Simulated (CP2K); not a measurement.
The system is GaAs.

```xyz
2
Lattice="3.8126 0.0000 0.0000 1.9063 3.3018 0.0000 1.9063 1.1006 3.1129" Properties=species:S:1:pos:R:3 pbc="T T T"
Ga    0.0000    0.0000    0.0000
As    3.8126    2.2012    1.5565
```

The cell was built by a generator and needn't be a form met in nature.

Base run:

- Program: CP2K 2026.2
- Functional: LDA
- Potentials or basis: POTENTIAL_UZH Ga GTH-PBE-q13, As GTH-PBE-q5; TZVP-MOLOPT-PBE-GTH basis
- Density cutoff: 9184 eV
- k mesh: 9 × 9 × 9
- Occupations: fermi-dirac, width 0.05 eV
- Spin: no spin polarisation

Its results: band gap on the k mesh none (metal or under the smearing width); pressure -2.9 GPa.

The run is repeated on the same cell with these changes: functional from LDA to MS2. What comes out?

Band gap on the k mesh none (metal or under the smearing width); pressure -1.4 GPa.

Caveats: the potentials were made for another functional, which shifts forces and pressure; the basis of atomic orbitals isn't converged, which shifts pressures, moduli and gaps.
